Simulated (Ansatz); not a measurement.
ZnO and its competing phases

Computed with DFT PBE, scalar-relativistic, plane waves, PAW (Ansatz 0.2.0). Settings: cutoff 420 eV, Γ-centred meshes spaced at most about 0.3 Å⁻¹ (2π included), Gaussian smearing. No spin polarisation.

The zero of energy is the elements' standard structures at the same level (O₂ as a molecule); no fitted shifts are applied.

These are static total energies at zero pressure.

The competitors are the elements and 2 reference phases of this chemical system (from databases or known types: Zn5O12, ZnO), relaxed at the same level; other known phases may be missing.

The candidate was reached from: 5-connected net, two elements alternating.

```
CELL_PARAMETERS angstrom
-3.41732 3.41732 2.26278
3.41732 -3.41732 2.26278
3.41732 3.41732 -2.26278
ATOMIC_POSITIONS crystal
Zn 0.84975 0.34975 0.19950
Zn 0.15025 0.65025 0.80050
Zn 0.34975 0.15025 0.50000
Zn 0.65025 0.84975 0.50000
O 0.85157 0.64843 0.50000
O 0.14843 0.35157 0.50000
O 0.35157 0.85157 0.20313
O 0.64843 0.14843 0.79687
```

Question: Where does it stand against these competitors?

Answer: Not the lowest form: another structure of the same formula lies lower. Its formation energy is -1.285 eV/atom. The lowest competing phase at this composition is this:

```
phase       space group             source  share of atoms  ΔE_f (eV/atom)
  ZnO  P6_3mc (No. 186)  Materials Project          1.0000          -1.424
```

The candidate lies 139 meV/atom above this phase. The candidate matches no cell in the subsets of the Crystallography Open Database and the Materials Project at hand. It is metastable at best. Shaken at random and relaxed again it fell by 67 meV/atom, so it probably isn't a firm minimum.
